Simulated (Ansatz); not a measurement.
**Structure types of Co compared at 24 GPa**

Structure types of Co are relaxed in primitive cells with their symmetry kept at 24 GPa, first on PAW files, then by LAPW. The enthalpy is E + pV at zero temperature, without zero-point motion. Only the types listed were tried, and differences under about 5 meV/atom are mesh noise. Not among the end structures: fcc, bcc, which may lie lower.

Computed with Ansatz 0.2.0; functional PBE, scalar-relativistic. Settings: Fermi–Dirac smearing of 0.1 eV, spin-polarised from start moments Co1 1.7, Co2 1.7 μB. Methods: LAPW: all electrons, basis error target 0.5 meV/atom; PAW: frozen-core files, cutoff 420 eV.

k meshes: hcp 18×18×10, diamond 14×14×14, sc 17×17×17, omega 10×10×13.

Other magnetic orders may lie lower.

Which type is lowest in enthalpy, and by how much?

hcp, 108 meV/atom below omega. The whole table:

```csv
start type,ends as,"a, b, c (Å)",V (Å³/atom),"H − H(lowest), LAPW (meV/atom)","same, PAW",moment (μB/atom)
hcp,"hcp, P6_3/mmc","2.420, 2.420, 3.912",9.92,0.0,0.0,1.53
diamond,"diamond, Fd-3m","4.709, 4.709, 4.709",13.05,1887.8,1881.7,0.00
sc,"sc, Pm-3m","2.237, 2.237, 2.237",11.20,1013.3,1014.9,1.59
omega,"omega, P6/mmm","3.846, 3.846, 2.358",10.07,108.0,108.6,1.58
```

Split the lead of hcp over omega into energy and pV.

For omega less hcp: ΔE = +85.4 meV/atom, and p·ΔV = 24 GPa × +0.1509 Å³ × 6.242 meV/(GPa·Å³) = +22.6 meV/atom, together 108.0 meV/atom. hcp wins on both counts.
